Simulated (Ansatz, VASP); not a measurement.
**Al: VASP beside Ansatz**

```
Al
1.0
    -1.59122    1.59122    1.59122
     1.59122   -1.59122    1.59122
     1.59122    1.59122   -1.59122
Al
1
Direct
  0.00000 0.00000 0.00000
```

This isn't the form of Al at room conditions, which is fcc.

Alike in both runs: task single point; functional PBE; k mesh 12 × 12 × 12; occupations gaussian, width 0.026 eV; no spin polarisation.

```csv
,VASP,Ansatz
version,VASP 6.6.1,Ansatz 0.2.0
potentials or method,"VASP PAW PBE potentials, release 64 (Al)",Ansatz PAW
plane-wave cutoff (eV),520,420
valence electrons in the cell,3,3
```

```csv
,VASP,Ansatz,Ansatz less VASP
gap on the k mesh at the Fermi level (eV),none,none,-
pressure (GPa),3.9,3.9,+0.01
```

A gap of «none» marks a metal or a gap that the smearing closes. With one functional, cell and mesh, what is left measures potentials, basis and numerics.
